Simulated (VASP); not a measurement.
# RbCl (strained rocksalt): one PBE single-point calculation in two programs

```xyz
2
Lattice="-0.0331 3.2728 3.2728 3.2728 -0.0331 3.2728 3.2728 3.2728 -0.0331" Properties=species:S:1:pos:R:3 pbc="T T T"
Rb    0.0000    0.0000    0.0000
Cl    3.2562    3.2562    3.2562
```

Datasets and cutoffs are each program's own. VASP's cell holds 16 valence electrons and Ansatz's 16. Ansatz's stress includes a Pulay correction; VASP's doesn't.

Cutoffs: 520 eV in VASP, 420 eV in Ansatz. k meshes: 6×6×6 and 6×6×6.

```json
{"": "gap between bands v and c", "VASP": "4.99 eV", "Ansatz": "4.99 eV"}
{"": "least direct gap", "VASP": "4.99 eV", "Ansatz": "4.99 eV"}
{"": "pressure", "VASP": "0.9 GPa", "Ansatz": "0.9 GPa"}
```

Band v is the last that the valence electrons fill when counted band by band, and c is the next. Levels in eV from the top of v, Ansatz:

| point | v−1 | v | c | c+1 |
| --- | --- | --- | --- | --- |
| Γ | -0.02 | 0.00 | 4.99 | 7.93 |
| X | -0.12 | -0.11 | 6.19 | 8.05 |
| K | -0.29 | -0.24 | 6.95 | 8.69 |
| L | -0.37 | -0.37 | 7.74 | 8.01 |
| W | -0.25 | -0.25 | 7.65 | 7.66 |

VASP:

```tsv
point	v−1	v	c	c+1
Γ	-0.02	0.00	4.99	7.94
X	-0.12	-0.11	6.19	8.06
K	-0.30	-0.25	6.95	8.69
L	-0.37	-0.37	7.75	8.01
W	-0.26	-0.25	7.66	7.67
```
